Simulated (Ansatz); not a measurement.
**HfB: strain energy, fitted**

HfB, Fm-3m, a = 4.788 Å. The structure is a COD entry; whether it is the stable form wasn't checked. Ansatz: PBEsol, PAW, 420 eV, Γ-centred 16×16×12 mesh on 4 atoms, Gaussian smearing 0.10 eV; no spin polarisation. Series: equal strain along all axes, cell held, atoms fixed by symmetry; x is the strain in per cent. y is the free energy over the unstrained cell, V0 = 13.720 Å³/atom.

| x (%) | y (meV/atom) |
| --- | --- |
| -4.5 | ? |
| -3.0 | 67.53 |
| -1.5 | 16.09 |
| 0.0 | 0.00 |
| 1.5 | 15.07 |
| 3.0 | 57.55 |
| 4.5 | 124.03 |

**Question.** Fit y = c2 x² + c3 x³ to the other rows, turn c2 into a modulus, and predict the missing energy.

**Answer.** Least squares on the rows shown. y = 6.9493 x² − 0.18335 x³. In eV per unit strain² c2 is 69.49; the stiffness is B for this strain (E = 9/2 B V0 ε², shape held): 2 × 69.49 × 160.2 / (9 × 13.720) = 180 GPa. At x = -4.5 the fit asked for gives 157.43 meV/atom. The run gave 158.92 meV/atom, so the fit is 1.49 meV/atom too low, 0.94 % of the span of the series, against an rms of 0.08 meV/atom on the fitted rows. The row lies outside the fitted range. With a term in x⁴ added, a fit to the same known rows predicts 157.68 meV/atom, no real gain.

Spin–orbit coupling is left out, which can shift energies with elements as heavy as these.